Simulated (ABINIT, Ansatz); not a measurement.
## ZnSe (Stilleite): third-order response

Wanted: vibrational spectra of ZnSe (Stilleite) from linear and non-linear response.

Method: DFT LDA, scalar-relativistic, plane waves, PseudoDojo norm-conserving pseudopotentials, in ABINIT 10.8.3.

### Step 1. The starting structure

The structure is cubic, space group F-43m (No. 216). Conventional cell: a = 5.668 Å, b = 5.668 Å, c = 5.668 Å, α = 90.00°, β = 90.00°, γ = 90.00°. Nearest to Zn lie 4 Se at 2.45 Å. Nearest to Se lie 4 Zn at 2.45 Å. Farther neighbours and most contacts between anions are not listed.

### Step 2. A first look

A first run with smearing and empty bands tells whether the crystal has a gap, which decides between fixed occupations and smearing later on.

File probe.abi:

```
# ground state
tolvrs 1.0d-08
prtden 1
prtwf 1

# basis, mesh and filling
ecut 39.0
ngkpt 6 6 6
nshiftk 1
shiftk 0.0 0.0 0.0
istwfk *1
occopt 7
tsmear 0.005
nband 26
nstep 100
diemac 9.0
prtebands 0
prtgsr 0

# cell and atoms
acell 3*1.0 Angstrom
rprim 
    0.0 2.8338 2.8338
    2.8338 0.0 2.8338
    2.8338 2.8338 0.0
ntypat 2
znucl 30 34
natom 2
typat 1 2
xred 
    0.0 0.0 0.0
    0.25 0.25 0.25
pp_dirpath "./pseudo"
pseudos "Zn.upf, Se.upf"
```

The run is started by

```bash
> OMP_NUM_THREADS=1 mpirun -n 16 abinit probe.abi > probe.log
```

Numbers of over 12 decimals in the logs are rounded to 6 here.

probe.abo, the main output file:

```text
[banners, grids, parts of the stress and lines that vanish by symmetry left out]
- input  file    -> probe.abi
- output file    -> probe.abo
- root for input  files -> probei
[...]
Symmetries : space group F-4 3 m (#216); Bravais cF (face-center cubic)
[...]
mpw =        3593          nfft =       91125          nkpt =          16
[...]
== DATASET  1 ==================================================================
[...]
cutoff_energies: {ecut:  39.0, pawecutdg:  -1.0, }
[...]
ETOT  1  -329.09082073158    -3.291E+02 2.966E-01 9.471E+02
 ETOT  2  -329.88724556733    -7.964E-01 2.203E-02 1.637E+03
 ETOT  3  -330.13348730597    -2.462E-01 7.028E-03 1.283E+02
 ETOT  4  -330.14628159385    -1.279E-02 6.611E-03 3.321E+01
 ETOT  5  -330.15090441324    -4.623E-03 2.971E-03 7.408E-01
[...]
ETOT  9  -330.15103735442    -5.531E-09 8.028E-04 3.292E-08
 ETOT 10  -330.15103735445    -2.865E-11 7.788E-05 7.404E-09
 At SCF step   10       vres2   =  7.40E-09 < tolvrs=  1.00E-08 =>converged.
[...]
sigma(1 1)=  1.31760741E-04  sigma(3 2)=  0.00000000E+00
  sigma(2 2)=  1.31760741E-04  sigma(3 1)=  0.00000000E+00
  sigma(3 3)=  1.31760741E-04  sigma(2 1)=  0.00000000E+00
[...]
convergence: {deltae: -2.865E-11, res2:  7.404E-09, residm:  7.788E-05, diffor: null, }
etotal    :  -3.30151037E+02
[...]
sigma(1 1)=  1.31760741E-04  sigma(3 2)=  0.00000000E+00
  sigma(2 2)=  1.31760741E-04  sigma(3 1)=  0.00000000E+00
  sigma(3 3)=  1.31760741E-04  sigma(2 1)=  0.00000000E+00
[...]
- sigma(1 1)=  3.87653484E+00  sigma(3 2)=  0.00000000E+00
- sigma(2 2)=  3.87653484E+00  sigma(3 1)=  0.00000000E+00
- sigma(3 3)=  3.87653484E+00  sigma(2 1)=  0.00000000E+00
[...]
fcart     -9.8206698504E-32 -2.9462009551E-31  2.9462009551E-31
           strten      1.3176074123E-04  1.3176074123E-04  1.3176074123E-04
================================================================================

[key lines of the parts left out:]
pressure_GPa:  -3.8765E+00
```

It took 5.7 s on 16 MPI ranks of Arm Neoverse V2, shared host.

Numbers from this step:

| Quantity | Value |
| --- | --- |
| volume per atom | 22.76 Å³ |
| pressure | -3.877 GPa |
| gap on the k-mesh | 1.028 eV |

A gap of 1.0 eV opens on this mesh, so the crystal is taken as an insulator; the printed pressure holds the stress of the finite basis too.

### Step 3. Relaxation

The harmonic expansion needs vanishing forces, and a free crystal bears no stress, so cell and atoms are brought to rest. Stress is more sensitive to the basis than forces are: the last 3 Ha under the cutoff are smoothed with ecutsm, and the cutoff is raised above that of the later runs.

File relax.abi:

```
# relaxation
ionmov 2
optcell 2
dilatmx 1.08
ntime 40
tolmxf 1.0d-05
tolvrs 1.0d-14
prtwf 0
prtden 0
chksymtnons 0

# basis, mesh and filling
ecut 48.0
ecutsm 3.0
ngkpt 8 8 8
nshiftk 1
shiftk 0.0 0.0 0.0
istwfk *1
occopt 1
nband 18
nstep 100
diemac 9.0
prtebands 0
prtgsr 0

# cell and atoms
acell 3*1.0 Angstrom
rprim 
    0.0 2.8338 2.8338
    2.8338 0.0 2.8338
    2.8338 2.8338 0.0
ntypat 2
znucl 30 34
natom 2
typat 1 2
xred 
    0.0 0.0 0.0
    0.25 0.25 0.25
pp_dirpath "./pseudo"
pseudos "Zn.upf, Se.upf"
```

The run is started by

```bash
> OMP_NUM_THREADS=1 mpirun -n 16 abinit relax.abi > relax.log
```

relax.abo, the main output file:

```text
[banners, grids, parts of the stress and lines that vanish by symmetry left out]
- input  file    -> relax.abi
- output file    -> relax.abo
- root for input  files -> relaxi
[...]
Symmetries : space group F-4 3 m (#216); Bravais cF (face-center cubic)
[...]
mpw =        6183          nfft =      157464          nkpt =          29
[...]
== DATASET  1 ==================================================================
[...]
-    --> not optimal distribution: autoparal keyword recommended in input file <--
[...]
cutoff_energies: {ecut:  48.0, pawecutdg:  -1.0, }
[...]
ETOT  1  -317.48589563026    -3.175E+02 1.874E+00 7.002E+04
 ETOT  2  -317.67216275288    -1.863E-01 1.520E+00 1.528E+05
 ETOT  3  -328.40734436861    -1.074E+01 1.691E+00 1.997E+04
 ETOT  4  -329.43048398291    -1.023E+00 8.424E-02 1.031E+04
 ETOT  5  -329.77531515865    -3.448E-01 2.331E-02 5.256E+03
[...]
At SCF step   24       vres2   =  2.25E-16 < tolvrs=  1.00E-14 =>converged.
[...]
sigma(1 1)=  1.16366913E-04  sigma(3 2)=  0.00000000E+00
  sigma(2 2)=  1.16366913E-04  sigma(3 1)=  0.00000000E+00
  sigma(3 3)=  1.16366913E-04  sigma(2 1)=  0.00000000E+00
[...]
convergence: {deltae: -3.837E-11, res2:  2.245E-16, residm:  2.315E-13, diffor: null, }
etotal    :  -3.30151465E+02
[...]
ETOT  1  -330.13692082691    -3.301E+02 2.131E-04 2.159E+02
[...]
At SCF step   13       vres2   =  3.97E-15 < tolvrs=  1.00E-14 =>converged.
[...]
sigma(1 1)=  9.60038077E-05  sigma(3 2)=  0.00000000E+00
  sigma(2 2)=  9.60038077E-05  sigma(3 1)=  0.00000000E+00
  sigma(3 3)=  9.60038077E-05  sigma(2 1)=  0.00000000E+00
[...]
convergence: {deltae: -4.945E-12, res2:  3.969E-15, residm:  1.647E-15, diffor: null, }
etotal    :  -3.30151806E+02
[...]
ETOT  1  -329.93283509426    -3.299E+02 5.325E+00 3.667E+03
[...]
At SCF step   16       vres2   =  3.27E-15 < tolvrs=  1.00E-14 =>converged.
[...]
sigma(1 1)= -8.99428300E-06  sigma(3 2)=  0.00000000E+00
  sigma(2 2)= -8.99428300E-06  sigma(3 1)=  0.00000000E+00
  sigma(3 3)= -8.99428300E-06  sigma(2 1)=  0.00000000E+00
[...]
convergence: {deltae:  1.904E-11, res2:  3.270E-15, residm:  1.077E-15, diffor: null, }
etotal    :  -3.30152447E+02
[...]
ETOT  1  -330.15003270556    -3.302E+02 9.258E-07 3.369E+01
[...]
At SCF step   13       vres2   =  4.01E-15 < tolvrs=  1.00E-14 =>converged.
[...]
sigma(1 1)=  5.76931588E-07  sigma(3 2)=  0.00000000E+00
  sigma(2 2)=  5.76931588E-07  sigma(3 1)=  0.00000000E+00
  sigma(3 3)=  5.76931588E-07  sigma(2 1)=  0.00000000E+00
[...]
convergence: {deltae: -1.273E-11, res2:  4.009E-15, residm:  9.249E-17, diffor: null, }
etotal    :  -3.30152451E+02
[...]
ETOT  1  -330.15244311077    -3.302E+02 9.212E-08 1.190E-01
[...]
ETOT 11  -330.15245149287    -1.194E-11 8.224E-18 5.420E-14
 ETOT 12  -330.15245149286     8.185E-12 3.106E-19 9.554E-16
 At SCF step   12       vres2   =  9.55E-16 < tolvrs=  1.00E-14 =>converged.
[...]
sigma(1 1)=  3.03196092E-09  sigma(3 2)=  0.00000000E+00
  sigma(2 2)=  3.03196092E-09  sigma(3 1)=  0.00000000E+00
  sigma(3 3)=  3.03196091E-09  sigma(2 1)=  0.00000000E+00
[...]
convergence: {deltae:  8.185E-12, res2:  9.554E-16, residm:  3.106E-19, diffor: null, }
etotal    :  -3.30152451E+02
[...]
At Broyd/MD step   5, gradients are converged :
[...]
sigma(1 1)=  3.03196092E-09  sigma(3 2)=  0.00000000E+00
  sigma(2 2)=  3.03196092E-09  sigma(3 1)=  0.00000000E+00
  sigma(3 3)=  3.03196091E-09  sigma(2 1)=  0.00000000E+00
[...]
- sigma(1 1)=  8.92033700E-05  sigma(3 2)=  0.00000000E+00
- sigma(2 2)=  8.92033700E-05  sigma(3 1)=  0.00000000E+00
- sigma(3 3)=  8.92033699E-05  sigma(2 1)=  0.00000000E+00
[...]
fcart     -0.0000000000E+00 -0.0000000000E+00 -0.0000000000E+00
           strten      3.0319609184E-09  3.0319609184E-09  3.0319609150E-09
================================================================================

[key lines of the parts left out:]
pressure_GPa:  -8.9203E-05
Total energy (etotal) [Ha]= -3.30152451492859E+02
```

Elapsed: 62 s, on 16 MPI ranks; 17 min of CPU time.

The steps of the relaxation:

```tsv
step	energy less that of the first step (eV)	largest force (eV/Å)	volume (Å³)
1	0.0000	0.0000	45.51
2	-0.0093	0.0000	45.04
3	-0.0267	0.0000	42.97
4	-0.0268	0.0000	43.13
5	-0.0268	0.0000	43.12
```

```tsv
conventional cell, symmetrised	before	after	change
a (Å)	5.668	5.567	-1.8 %
b (Å)	5.668	5.567	-1.8 %
c (Å)	5.668	5.567	-1.8 %
volume (Å³/atom)	22.76	21.56	-5.3 %
```

Final coordinates:

```
Zn Se
1.0
     0.00000    2.78331    2.78331
     2.78331    0.00000    2.78331
     2.78331    2.78331    0.00000
Zn Se
1 1
Cartesian
  0.0000 0.0000 0.0000
  1.3917 1.3917 1.3917
```

Numbers from this step:

```yaml
volume_per_atom: 21.56 Å³
pressure: -8.92e-5 GPa
```

The volume changes by -5.3 % in this run and stands -5.3 % from the first cell.

### Step 4. Ground state

First-order wavefunctions inherit every error of the ground state, hence the very tight tolvrs. The mesh is shifted off Γ, since shifted meshes converge sums over the zone faster.

File gs.abi:

```
# ground state
tolvrs 1.0d-16
prtden 1
prtwf 1

# basis, mesh and filling
ecut 39.0
ngkpt 6 6 6
nshiftk 4
shiftk 
    0.5 0.5 0.5
    0.5 0.0 0.0
    0.0 0.5 0.0
    0.0 0.0 0.5
istwfk *1
occopt 1
nband 18
nstep 100
diemac 9.0
prtebands 0
prtgsr 0

# cell and atoms
acell 3*1.0 Angstrom
rprim 
    0.0 2.783308478 2.783308478
    2.783308478 0.0 2.783308478
    2.783308478 2.783308478 0.0
ntypat 2
znucl 30 34
natom 2
typat 1 2
xred 
    0.0 0.0 0.0
    0.25 0.25 0.25
pp_dirpath "./pseudo"
pseudos "Zn.upf, Se.upf"
```

The run is started by

```bash
> OMP_NUM_THREADS=1 mpirun -n 16 abinit gs.abi > gs.log
```

gs.abo, the main output file:

```text
[banners, grids, parts of the stress and lines that vanish by symmetry left out]
- input  file    -> gs.abi
- output file    -> gs.abo
- root for input  files -> gsi
[...]
Symmetries : space group F-4 3 m (#216); Bravais cF (face-center cubic)
[...]
mpw =        3410          nfft =       91125          nkpt =          28
[...]
== DATASET  1 ==================================================================
[...]
-    --> not optimal distribution: autoparal keyword recommended in input file <--
[...]
cutoff_energies: {ecut:  39.0, pawecutdg:  -1.0, }
[...]
ETOT  1  -317.95834400971    -3.180E+02 2.270E+00 4.025E+04
 ETOT  2  -319.37484608296    -1.417E+00 1.297E+00 8.263E+04
 ETOT  3  -328.63102394593    -9.256E+00 1.071E+00 1.188E+04
 ETOT  4  -329.52051104706    -8.895E-01 7.025E-02 5.579E+03
 ETOT  5  -329.81343018056    -2.929E-01 1.908E-02 2.860E+03
[...]
ETOT 23  -330.15228902079    -1.256E-11 1.205E-17 7.061E-14
 ETOT 24  -330.15228902080    -1.251E-11 1.027E-17 1.169E-17
 At SCF step   24       vres2   =  1.17E-17 < tolvrs=  1.00E-16 =>converged.
[...]
sigma(1 1)=  1.68563718E-05  sigma(3 2)=  0.00000000E+00
  sigma(2 2)=  1.68563718E-05  sigma(3 1)=  0.00000000E+00
  sigma(3 3)=  1.68563718E-05  sigma(2 1)=  0.00000000E+00
[...]
convergence: {deltae: -1.251E-11, res2:  1.169E-17, residm:  1.027E-17, diffor: null, }
etotal    :  -3.30152289E+02
[...]
sigma(1 1)=  1.68563718E-05  sigma(3 2)=  0.00000000E+00
  sigma(2 2)=  1.68563718E-05  sigma(3 1)=  0.00000000E+00
  sigma(3 3)=  1.68563718E-05  sigma(2 1)=  0.00000000E+00
[...]
- sigma(1 1)=  4.95931582E-01  sigma(3 2)=  0.00000000E+00
- sigma(2 2)=  4.95931582E-01  sigma(3 1)=  0.00000000E+00
- sigma(3 3)=  4.95931582E-01  sigma(2 1)=  0.00000000E+00
[...]
fcart      9.1239277566E-31  8.1240452628E-31 -2.2872312047E-30
           strten      1.6856371847E-05  1.6856371847E-05  1.6856371847E-05
================================================================================

[key lines of the parts left out:]
pressure_GPa:  -4.9593E-01
```

Elapsed: 12 s, on 16 MPI ranks.

Numbers from this step:

* pressure: -0.4959 GPa

The cell stands at -0.50 GPa: the relaxation ran with a smoothed and higher cutoff and on another k mesh.

### Step 5. The gap at rest

Empty bands on the ground state's density check that the gap assumed so far is there in this cell.

File gap.abi:

```
# empty bands on the ground state's density
iscf -2
getden_filepath "gso_DEN"
tolwfr 1.0d-12
nbdbuf 2
prtwf 0

# basis, mesh and filling
ecut 39.0
ngkpt 8 8 8
nshiftk 1
shiftk 0.0 0.0 0.0
istwfk *1
occopt 1
nband 22
nstep 100
diemac 9.0
prtebands 0
prtgsr 0

# cell and atoms
acell 3*1.0 Angstrom
rprim 
    0.0 2.783308478 2.783308478
    2.783308478 0.0 2.783308478
    2.783308478 2.783308478 0.0
ntypat 2
znucl 30 34
natom 2
typat 1 2
xred 
    0.0 0.0 0.0
    0.25 0.25 0.25
pp_dirpath "./pseudo"
pseudos "Zn.upf, Se.upf"
```

The run is started by

```bash
> OMP_NUM_THREADS=1 mpirun -n 16 abinit gap.abi > gap.log
```

gap.abo, the main output file:

```text
[banners, grids, parts of the stress and lines that vanish by symmetry left out]
- input  file    -> gap.abi
- output file    -> gap.abo
- root for input  files -> gapi
[...]
Symmetries : space group F-4 3 m (#216); Bravais cF (face-center cubic)
[...]
mpw =        3407          nfft =       91125          nkpt =          29
[...]
== DATASET  1 ==================================================================
[...]
-    --> not optimal distribution: autoparal keyword recommended in input file <--
[...]
cutoff_energies: {ecut:  39.0, pawecutdg:  -1.0, }
[...]
-outvars: echo values of variables after computation
            acell      1.8897261259E+00  1.8897261259E+00  1.8897261259E+00 Bohr
================================================================================
```

It took 5.3 s on 16 MPI ranks.

This step gave:

* gap on the k-mesh: 1.250 eV

In this cell the gap on the mesh is 1.3 eV, direct, so fixed occupations hold.

[end of part 1 of 3]

[Host names and launcher messages were left out of these logs when they were recorded.]

[Logs are printed without paths, hosts, clocks, repeated set-up lines and the standing remarks that a program may print on its own settings, such as how far it seeks lower states.]

[Hosts, paths, dates, database ids (printed as entryN), source tags and the programs' standing remarks are cut or masked in the printed files.]
